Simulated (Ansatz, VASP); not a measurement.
One calculation of HfO2, two programs

```
Hf O
1.0
     0.00000    2.54881    2.54881
     2.54881    0.00000    2.54881
     2.54881    2.54881    0.00000
Hf O
1 2
Direct
  0.00000 0.00000 0.00000
  0.25000 0.25000 0.25000
  0.75000 0.75000 0.75000
```

Alike in both runs: task relaxation of cell and atoms; functional PBE; k mesh 9 × 9 × 9; occupations fermi-dirac, width 0.02 eV; no spin polarisation.

```csv
,VASP,Ansatz
version,VASP 6.6.1,Ansatz 0.2.0
potentials or method,"VASP PAW PBE potentials, release 64 (Hf_pv, O), cutoff 600 eV","all-electron LAPW, scalar-relativistic"
```

VASP gave:

| Item | Value |
| --- | --- |
| gap on the k mesh at the Fermi level, each at its own relaxed structure (eV) | 3.91 |
| relaxed volume (Å³/atom) | 10.87 |
| relaxed cell length with the largest relative difference (Å) | 3.586 |
| energy change over the relaxation (meV/atom) | -2 |

Q: Estimate Ansatz's values.

A: gap on the k mesh at the Fermi level, each at its own relaxed structure (eV): 3.85; relaxed volume (Å³/atom): 11.04; relaxed cell length with the largest relative difference (Å): 3.605; energy change over the relaxation (meV/atom): 0.

Ansatz ran all-electron here, so the differences hold the error of VASP's frozen core and of both bases.

Caveats: spin-orbit coupling is left out, which moves the levels of the heavy elements; an odd mesh through Γ misses points on the zone boundary, where band edges often lie.
